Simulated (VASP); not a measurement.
Wanted: the native input for a VASP 6.6.1 run.

```
Task                   : Born charges and dielectric tensor
Functional             : LDA
Potentials or basis    : VASP PAW LDA potentials, release 64 (Ba_sv, S)
Cutoff                 : 520 eV
k mesh                 : 7 × 7 × 7
Occupations            : fermi-dirac, width 0.05 eV
Spin                   : no spin polarisation
Further INCAR settings : ALGO = Normal; EDIFF = 1e-08; IBRION = 8
```

The structure of BaS lies in POSCAR:

```
BaS
1.0
    0.0000000000      3.1937500000      3.1937500000
    3.1937500000      0.0000000000      3.1937500000
    3.1937500000      3.1937500000      0.0000000000
Ba S
1 1
Direct
    0.0000000000      0.0000000000      0.0000000000
    0.5000000000      0.5000000000      0.5000000000
```

The input as run:

INCAR

```
PREC = Accurate
ENCUT = 520
EDIFF = 1E-8
ISMEAR = -1
SIGMA = 0.05
LREAL = False
LASPH = True
NELM = 100
ALGO = Normal
ISIF = 2
LWAVE = False
LCHARG = False
LEPSILON = True
IBRION = 8
```

KPOINTS

```
Automatic mesh
0
Gamma
  7 7 7
```

Potentials or basis: VASP PAW LDA potentials, release 64 (Ba_sv, S).

Run with:

```console
$ cat potpaw_LDA.64/Ba_sv/POTCAR potpaw_LDA.64/S/POTCAR > POTCAR
$ mpirun -np 1 vasp_std > vasp.out
```

Results of the run:

```json
{
 "Band gap on the k mesh": "1.96 eV, indirect (least direct gap 2.11 eV)",
 "Electronic dielectric tensor (diagonal)": "5.11",
 "Born charges (mean of the diagonal)": "Ba +2.62; S -2.62 e",
 "Highest phonon frequency at Γ, LO-TO splitting left out": "140 cm⁻¹"
}
```

Caveat: spin-orbit coupling is left out, which moves the levels of the heavy elements; an odd mesh through Γ misses points on the zone boundary, where band edges often lie.

It took 2.4 min on 1 thread of Intel(R) Xeon(R) 6975P-C (Granite Rapids), with other jobs on the host, peak memory 0.28 GiB.
